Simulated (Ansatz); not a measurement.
A run of Ansatz 0.2.0:

input.yaml

```yaml
crystal:
  lattice:
    - [0.0, 2.3885, 2.3885]
    - [2.3885, 0.0, 2.3885]
    - [2.3885, 2.3885, 0.0]
  atoms:
    - { symbol: As, position: [0.75, 0.75, 0.75] }
    - { symbol: B, position: [0.0, 0.0, 0.0] }
kpoints:
  mp_grid: { grid: [10, 10, 10] }
scf:
  occupations: { method: gaussian, width: 0.021 }
hamiltonian:
  xc: pbe
  pseudopotentials: { kind: all_electron, lapw: { basis_error: 0.001 } }
output:
  forces: true
  stress: true
  eigenvalues: true
```

Potentials or basis: all-electron LAPW, scalar-relativistic.

Run with:

```console
$ ansatz run input.yaml --threads 1 --pin off --max-ram 3072MiB --backend cpu --events-out ev --progress --plain --runs-dir out
```

Hardware: 1 thread of Arm Neoverse V2, on a shared host.

Question: How long does it take, and how much memory?

Answer: Wall time 9.4 s on 1 thread of Arm Neoverse V2 (shared host), peak memory 0.25 GiB. Counts: scf iterations 7, plane waves 331, k points 47, bands 18.
